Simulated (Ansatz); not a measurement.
# Si on Al(111): change of the work function, part 2 of 4

Aim: the work function of Al(111) at several coverages of Si (fcc site), and the dipole that each adsorbate carries.

Ansatz 0.2.0; plane-wave DFT, PBE, Ansatz PAW.

So far, work function, upper face (eV): step 2 (the clean slab) 4.02.

## Step 3: Adsorbate added, k-mesh 4×4×1, coverage 0.111 ML

System of this step: Si/Al(111). The cell holds 37 atoms: 36 Al and 1 Si. Cell: a = 8.591 Å, b = 8.591 Å, c = 26.683 Å, α = 90.0°, β = 90.0°, γ = 60.0°. Vacuum lies along c.

The clean slab as it ended is repeated in the plane and the adsorbate is set on one face; the cell's size fixes the coverage, and the k-mesh shrinks with it to keep the sampling density about even. Adsorbate and upper layers relax, since the dipole depends on the height.

The input, input.yaml:

```yaml
crystal:
  lattice:
    - [8.5913473915, 0.0, 0.0]
    - [4.2956736957, 7.4403250937, 0.0]
    - [0.0, 0.0, 26.6827479084]
  atoms:
    - { symbol: Al, position: [0.0, 0.0, 0.3372965944] }
    - { symbol: Al, position: [0.1111111111, 0.1111111111, 0.4249288203] }
    - { symbol: Al, position: [0.2222222222, 0.2222222222, 0.5105905788] }
    - { symbol: Al, position: [0.0, 0.0, 0.5980460589] }
    - { symbol: Al, position: [0.0, 0.3333333333, 0.3372965944] }
    - { symbol: Al, position: [0.1111111111, 0.4444444444, 0.4249288203] }
    - { symbol: Al, position: [0.2222222222, 0.5555555556, 0.5105905788] }
    - { symbol: Al, position: [0.0, 0.3333333333, 0.5980460589] }
    - { symbol: Al, position: [0.0, 0.6666666667, 0.3372965944] }
    - { symbol: Al, position: [0.1111111111, 0.7777777778, 0.4249288203] }
    - { symbol: Al, position: [0.2222222222, 0.8888888889, 0.5105905788] }
    - { symbol: Al, position: [0.0, 0.6666666667, 0.5980460589] }
    - { symbol: Al, position: [0.3333333333, 0.0, 0.3372965944] }
    - { symbol: Al, position: [0.4444444444, 0.1111111111, 0.4249288203] }
    - { symbol: Al, position: [0.5555555556, 0.2222222222, 0.5105905788] }
    - { symbol: Al, position: [0.3333333333, 0.0, 0.5980460589] }
    - { symbol: Al, position: [0.3333333333, 0.3333333333, 0.3372965944] }
    - { symbol: Al, position: [0.4444444444, 0.4444444444, 0.4249288203] }
    - { symbol: Al, position: [0.5555555556, 0.5555555556, 0.5105905788] }
    - { symbol: Al, position: [0.3333333333, 0.3333333333, 0.5980460589] }
    - { symbol: Al, position: [0.3333333333, 0.6666666667, 0.3372965944] }
    - { symbol: Al, position: [0.4444444444, 0.7777777778, 0.4249288203] }
    - { symbol: Al, position: [0.5555555556, 0.8888888889, 0.5105905788] }
    - { symbol: Al, position: [0.3333333333, 0.6666666667, 0.5980460589] }
    - { symbol: Al, position: [0.6666666667, 0.0, 0.3372965944] }
    - { symbol: Al, position: [0.7777777778, 0.1111111111, 0.4249288203] }
    - { symbol: Al, position: [0.8888888889, 0.2222222222, 0.5105905788] }
    - { symbol: Al, position: [0.6666666667, 0.0, 0.5980460589] }
    - { symbol: Al, position: [0.6666666667, 0.3333333333, 0.3372965944] }
    - { symbol: Al, position: [0.7777777778, 0.4444444444, 0.4249288203] }
    - { symbol: Al, position: [0.8888888889, 0.5555555556, 0.5105905788] }
    - { symbol: Al, position: [0.6666666667, 0.3333333333, 0.5980460589] }
    - { symbol: Al, position: [0.6666666667, 0.6666666667, 0.3372965944] }
    - { symbol: Al, position: [0.7777777778, 0.7777777778, 0.4249288203] }
    - { symbol: Al, position: [0.8888888889, 0.8888888889, 0.5105905788] }
    - { symbol: Al, position: [0.6666666667, 0.6666666667, 0.5980460589] }
    - { symbol: Si, position: [0.1111111111, 0.1111111111, 0.6627034056] }
kpoints:
  mp_grid: { grid: [4, 4, 1] }
hamiltonian:
  xc: pbe
scf:
  occupations: { method: fermi_dirac, width: 0.1 }
  convergence: { dr2_threshold: 1.0e-08 }
efield:
  axis: 3
  dipole_correction: true
  ramp_position: 0.97
  ramp_width: 0.06
relax:
  f_tol: 0.02
  max_steps: 60
  constraints:
    - { sites: [0, 1, 4, 5, 8, 9, 12, 13, 16, 17, 20, 21, 24, 25, 28, 29, 32, 33] }
output:
  write_potential: true
  write_density: true
  volumetric_format: npy
```

Command:

```sh
ansatz run input.yaml --threads 2 --pin off --max-ram 4096MiB --backend cpu --events-out ev --progress --plain --runs-dir out
```

Numbers of over 12 decimals in the logs are rounded to 6 here.

Output:

```text
[...]
Crystal: 37 atoms, lattice volume = 1705.626 Å³
Basis set: ecut = 420 eV, 33311 PW (Γ), exchange–correlation on 120×120×360 points (8 copies of the dense FFT grid, shifted against one another)
Bands: 93, of which v1, the nominal top of the filled ones, is band 56 counted from 1 (55 counted from 0)
Symmetry: 6 space group operations
[...]
k-points: 4 of 16 (time reversal used)
[...]
SCF iter   1: F=—  HF=-19978.687394 eV  |F-HF|=—  |Δ(HF+E_count)|=         —  Δρ=1.36e-3  dr2=3.19e-1  ethr=1.77e-3  p=-0.136 e·Å  D=-1.45e-2 V/Å  ΔV_dip=0.39 eV  dr2_dipole=3.13e-2  V_vac-E_F(+/−)=4.36/3.98 eV  ⟨swp⟩=10.8  Hψ=2291  notcnv=0  defer=7
[...]
SCF iter   8: F=-19978.675863 eV  HF=-19978.675863 eV  |F-HF|=1.16e-8  |Δ(HF+E_count)|=   4.72e-8  Δρ=2.00e-7  dr2=1.84e-9  ethr=8.93e-12  p=-0.150 e·Å  D=-1.59e-2 V/Å  ΔV_dip=0.42 eV  dr2_dipole=6.86e-11  V_vac-E_F(+/−)=4.43/4.00 eV  ⟨swp⟩=10.5  Hψ=2540  notcnv=0
SCF 1 converged in 8 iterations: F = -19978.675863 eV  dr2 = 1.84e-9
[...]
relax step   1: F+E_penalty+E_count = -19978.67586312 eV  Δ(F+E_penalty+E_count) = +0.000e0 eV  max|allowed force component| = 1.079e0 eV/Å  Δτ_max = 0.0000 Å  (8 SCF iters, accepted)
[...]
SCF iter   8: F=-19978.830536 eV  HF=-19978.830536 eV  |F-HF|=3.42e-9  |Δ(HF+E_count)|=   3.41e-8  Δρ=1.11e-7  dr2=6.19e-10  ethr=8.93e-12  p=-0.161 e·Å  D=-1.71e-2 V/Å  ΔV_dip=0.46 eV  dr2_dipole=1.62e-12  V_vac-E_F(+/−)=4.46/4.00 eV  ⟨swp⟩=9.5  Hψ=2207  notcnv=0
SCF 2 converged in 8 iterations: F = -19978.830536 eV  dr2 = 6.19e-10
[...]
relax step   2: F+E_penalty+E_count = -19978.83053559 eV  Δ(F+E_penalty+E_count) = -1.547e-1 eV  max|allowed force component| = 2.469e-1 eV/Å  Δτ_max = 0.0988 Å  (8 SCF iters, accepted)
SCF iter   1: F=—  HF=-19978.843001 eV  |F-HF|=—  |Δ(HF+E_count)|=         —  Δρ=4.40e-4  dr2=1.10e-2  ethr=2.00e-4  p=-0.161 e·Å  D=-1.71e-2 V/Å  ΔV_dip=0.46 eV  dr2_dipole=2.00e-4  V_vac-E_F(+/−)=4.46/4.00 eV  ⟨swp⟩=2.8  Hψ=850  notcnv=0  defer=16
[...]
SCF iter   7: F=-19978.840080 eV  HF=-19978.840080 eV  |F-HF|=1.32e-8  |Δ(HF+E_count)|=   9.51e-8  Δρ=2.44e-7  dr2=2.53e-9  ethr=8.93e-12  p=-0.163 e·Å  D=-1.73e-2 V/Å  ΔV_dip=0.46 eV  dr2_dipole=2.78e-11  V_vac-E_F(+/−)=4.47/4.00 eV  ⟨swp⟩=10.5  Hψ=2438  notcnv=0
SCF 3 converged in 7 iterations: F = -19978.840080 eV  dr2 = 2.53e-9
relax step   3: F+E_penalty+E_count = -19978.84007968 eV  Δ(F+E_penalty+E_count) = -9.544e-3 eV  max|allowed force component| = 1.492e-2 eV/Å  Δτ_max = 0.0351 Å  (7 SCF iters, accepted)
NSCF: frozen V_eff on 4 k-points
[...]
SCF converged after 7 iterations
Free energy (F): -19978.840080 eV
[...]
Internal energy: -19978.304783 eV  (E = F + TS)
E sigma→0 (E₀):  -19978.572431 eV
Entropy (-TS):   -0.535297 eV (-14.467 meV/atom)
Fermi energy:    0.165725 eV
Dipole field:    D = -0.017325 V/Å  (p = -0.163304 e·Å, saw-weighted, corrected)
Work function:   Φ+ = 4.4656 eV   Φ− = 4.0034 eV
[...]
--- Forces (eV/Å), atoms counted from 1 ---
  atom   1  Al     0.04889654     0.02823043     0.04780490
  atom   2  Al    -0.00000000    -0.00000000    -0.00956258
  atom   3  Al     0.01292079     0.00745982     0.00575181
  atom   4  Al     0.00526426     0.00303932     0.00343343
  atom   5  Al     0.00000000    -0.05646087     0.04780490
  atom   6  Al    -0.06291663    -0.02623023     0.00217381
  atom   7  Al     0.00434958    -0.00251123     0.00546613
  atom   8  Al     0.00000000    -0.00607865     0.00343343
  atom   9  Al    -0.00082251     0.00047487     0.00162083
  atom  10  Al    -0.00874227     0.06760251     0.00217381
  atom  11  Al     0.00000000    -0.01491965     0.00575181
  atom  12  Al    -0.00241785     0.00139595    -0.00426757
  atom  13  Al    -0.04889654     0.02823043     0.04780490
  atom  14  Al    -0.05417436    -0.04137228     0.00217381
  atom  15  Al    -0.00000000     0.00502246     0.00546613
  atom  16  Al    -0.00526426     0.00303932     0.00343343
  atom  17  Al     0.00546175     0.00315334    -0.00240779
  atom  18  Al     0.00000000    -0.00000000    -0.10521627
  atom  19  Al    -0.00434958    -0.00251123     0.00546613
  atom  20  Al     0.00613343     0.00354114    -0.00229465
  atom  21  Al     0.00000000    -0.00630669    -0.00240779
  atom  22  Al     0.00874227     0.06760251     0.00217381
  atom  23  Al     0.00383118    -0.00221193    -0.00019813
  atom  24  Al     0.00000000    -0.00708227    -0.00229465
  atom  25  Al     0.00000000    -0.00094975     0.00162083
  atom  26  Al     0.05417436    -0.04137228     0.00217381
  atom  27  Al    -0.01292079     0.00745982     0.00575181
  atom  28  Al     0.00000000    -0.00279189    -0.00426757
  atom  29  Al    -0.00546175     0.00315334    -0.00240779
  atom  30  Al     0.06291663    -0.02623023     0.00217381
  atom  31  Al    -0.00000000     0.00442387    -0.00019813
  atom  32  Al    -0.00613343     0.00354114    -0.00229465
  atom  33  Al     0.00082251     0.00047487     0.00162083
  atom  34  Al    -0.00000000    -0.00000000    -0.06340071
  atom  35  Al    -0.00383118    -0.00221193    -0.00019813
  atom  36  Al     0.00241785     0.00139595    -0.00426757
  atom  37  Si     0.00000000     0.00000000     0.00043366
  max |Σ_I F_I| component: 2.38e-5 eV/Å
--- Band table (eV) ---
  k-point 0: bands = [... 52 lower, -0.3906, -0.3906, -0.2315, -0.2181, -0.2048, -0.2048, 0.0208, 0.2096, ... 33 higher]
  k-point 1: bands = [... 52 lower, -0.2851, -0.2020, -0.0936, -0.0649, 0.0062, 0.0523, 0.0705, 0.4700, ... 33 higher]
  k-point 2: bands = [... 52 lower, -0.1136, 0.1512, 0.3095, 0.3614, 0.3880, 0.4178, 0.5799, 0.7659, ... 33 higher]
  k-point 3: bands = [... 52 lower, -0.0494, 0.1020, 0.2232, 0.3021, 0.3921, 0.4939, 0.5965, 0.7010, ... 33 higher]
--- Relaxed structure (3 steps of the walk, 3 accepted, 0 SCFs on fresh bases) ---
  F+E_penalty+E_count = -19978.84007968 eV   max|allowed force component| = 1.492e-2 eV/Å
  atoms:
    - { symbol: Al, position: [1.111111328069972e-11, 1.1111113280699718e-11, 0.337297] }
    - { symbol: Al, position: [0.111111, 0.111111, 0.4249288203] }
    - { symbol: Al, position: [0.221687, 0.221687, 0.511618] }
    - { symbol: Al, position: [-0.00743994, -0.00743994, 0.600711] }
    - { symbol: Al, position: [1.1111112030448567e-11, 0.333333, 0.337297] }
    - { symbol: Al, position: [0.111111, 0.444444, 0.4249288203] }
    - { symbol: Al, position: [0.221397, 0.555968, 0.509205] }
    - { symbol: Al, position: [-0.00743994, 0.348213, 0.600711] }
    - { symbol: Al, position: [-2.2222168549745902e-11, 0.666667, 0.337297] }
    - { symbol: Al, position: [0.111111, 0.777778, 0.4249288203] }
    - { symbol: Al, position: [0.221687, 0.889960, 0.511618] }
    - { symbol: Al, position: [0.002591, 0.665371, 0.596989] }
    - { symbol: Al, position: [0.333333, 1.1111113280699718e-11, 0.337297] }
    - { symbol: Al, position: [0.444444, 0.111111, 0.4249288203] }
    - { symbol: Al, position: [0.555968, 0.221397, 0.509205] }
    - { symbol: Al, position: [0.348213, -0.00743994, 0.600711] }
    - { symbol: Al, position: [0.333333, 0.333333, 0.337297] }
    - { symbol: Al, position: [0.444444, 0.444444, 0.4249288203] }
    - { symbol: Al, position: [0.555968, 0.555968, 0.509205] }
    - { symbol: Al, position: [0.334473, 0.334473, 0.596017] }
    - { symbol: Al, position: [0.333333, 0.666667, 0.337297] }
    - { symbol: Al, position: [0.444444, 0.777778, 0.4249288203] }
    - { symbol: Al, position: [0.555668, 0.888833, 0.510450] }
    - { symbol: Al, position: [0.334473, 0.664387, 0.596017] }
    - { symbol: Al, position: [0.666667, -2.2222204306928896e-11, 0.337297] }
    - { symbol: Al, position: [0.777778, 0.111111, 0.4249288203] }
    - { symbol: Al, position: [0.889960, 0.221687, 0.511618] }
    - { symbol: Al, position: [0.665371, 0.002591, 0.596989] }
    - { symbol: Al, position: [0.666667, 0.333333, 0.337297] }
    - { symbol: Al, position: [0.777778, 0.444444, 0.4249288203] }
    - { symbol: Al, position: [0.888833, 0.555668, 0.510450] }
    - { symbol: Al, position: [0.664387, 0.334473, 0.596017] }
    - { symbol: Al, position: [0.666667, 0.666667, 0.337297] }
    - { symbol: Al, position: [0.777778, 0.777778, 0.4249288203] }
    - { symbol: Al, position: [0.888833, 0.888833, 0.510450] }
    - { symbol: Al, position: [0.665371, 0.665371, 0.596989] }
    - { symbol: Si, position: [0.111111, 0.111111, 0.665470] }
```

It took 1.9 min on 2 threads of Arm Neoverse V1, shared host; peak memory 2 GiB.

Step by step:

```
step  energy less that of the first step (eV)  largest force component (eV/Å)
   1                                   0.0000                          1.0791
   2                                  -0.1547                          0.2469
   3                                  -0.1642                          0.0149
```

The run keeps the 6 symmetry operations that it works with, so distortions that break them were not tested.

The atoms that moved most (Å):

```
atom      dx      dy      dz  length
 Al8   0.000   0.111   0.071   0.132
 Al4  -0.096  -0.055   0.071   0.132
Al16   0.096  -0.055   0.071   0.132
Si37   0.000   0.000   0.074   0.074
Al24   0.000  -0.017  -0.054   0.057
Al32  -0.015   0.008  -0.054   0.057
Al20   0.015   0.008  -0.054   0.057
Al15   0.000  -0.006  -0.037   0.037
```

The relaxed structure:

```xyz
37
Lattice="8.5913 0.0000 0.0000 4.2957 7.4403 0.0000 0.0000 0.0000 26.6827" Properties=species:S:1:pos:R:3
Al    0.0000    0.0000    9.0000
Al    1.4319    0.8267   11.3383
Al    2.8569    1.6494   13.6514
Al   -0.0959   -0.0554   16.0286
Al    1.4319    2.4801    9.0000
Al    2.8638    3.3068   11.3383
Al    4.2904    4.1366   13.5870
Al    1.4319    2.5908   16.0286
Al    2.8638    4.9602    9.0000
Al    4.2957    5.7869   11.3383
Al    5.7276    6.6216   13.6514
Al    2.8805    4.9506   15.9293
Al    2.8638    0.0000    9.0000
Al    4.2957    0.8267   11.3383
Al    5.7276    1.6473   13.5870
Al    2.9597   -0.0554   16.0286
Al    4.2957    2.4801    9.0000
Al    5.7276    3.3068   11.3383
Al    7.1648    4.1366   13.5870
Al    4.3104    2.4886   15.9034
Al    5.7276    4.9602    9.0000
Al    7.1595    5.7869   11.3383
Al    8.5921    6.6132   13.6202
Al    5.7276    4.9433   15.9034
Al    5.7276    0.0000    9.0000
Al    7.1595    0.8267   11.3383
Al    8.5982    1.6494   13.6514
Al    5.7276    0.0193   15.9293
Al    7.1595    2.4801    9.0000
Al    8.5913    3.3068   11.3383
Al   10.0232    4.1343   13.6202
Al    7.1448    2.4886   15.9034
Al    8.5913    4.9602    9.0000
Al   10.0232    5.7869   11.3383
Al   11.4544    6.6132   13.6202
Al    8.5747    4.9506   15.9293
Si    1.4319    0.8267   17.7566
```

This step gave:

```yaml
energy_at_zero_smearing: -19978.5724 eV
work_function_upper_face: 4.466 eV
work_function_lower_face: 4.003 eV
dipole_along_the_normal: -0.1633 e·Å
step_between_the_vacuum_levels: 0.4623 eV
```

Running mean over 2.338 Å of the planar mean; the ramp of the sawtooth is left out. Electron's electrostatic potential energy less the Fermi level against z:

```
z (Å)  electron's electrostatic potential energy less the Fermi level (eV)
  3.5                                                                 4.00
  4.0                                                                 4.00
  4.5                                                                 4.00
  5.0                                                                 4.00
  5.5                                                                 3.98
  6.0                                                                 3.91
  6.5                                                                 3.68
  7.0                                                                 2.91
  7.5                                                                0.994
  8.0                                                                -1.36
  8.5                                                                -3.46
  9.0                                                                -4.39
  9.5                                                                -4.55
 10.0                                                                -4.57
 10.5                                                                -4.60
 11.0                                                                -4.61
 11.5                                                                -4.66
 12.0                                                                -4.80
 12.5                                                                -4.82
 13.0                                                                -4.78
 13.5                                                                -4.64
 14.0                                                                -4.61
 14.5                                                                -4.60
 15.0                                                                -4.57
 15.5                                                                -4.54
 16.0                                                                -4.43
 16.5                                                                -3.67
 17.0                                                                -1.88
 17.5                                                                0.333
 18.0                                                                 2.18
 18.5                                                                 3.10
 19.0                                                                 3.75
 19.5                                                                 4.21
 20.0                                                                 4.39
 20.5                                                                 4.45
 21.0                                                                 4.46
 21.5                                                                 4.46
 22.0                                                                 4.47
 22.5                                                                 4.47
 23.0                                                                 4.47
 23.5                                                                 4.47
```

The relaxation took 3 steps and lowered the energy by 0.16 eV; the largest force on the free atoms ends at 0.015 eV/Å.

The covered face has 4.47 eV, +0.45 eV against the clean one; the bare back face has moved by -0.02 eV, a measure of how thin the slab is.

(Continued in part 3 of 4.)

[Logs are printed without paths, hosts, clocks, repeated set-up lines and the standing remarks that a program may print on its own settings, such as how far it seeks lower states.]

[Hosts, paths, dates, database ids (printed as entryN), source tags and the programs' standing remarks are cut or masked in the printed files.]

[Maps of the electrostatic potential energy from Ansatz leave out the sawtooth potential of an applied field or a dipole correction, so their vacuum need not be flat; planar profiles and work functions include it.]
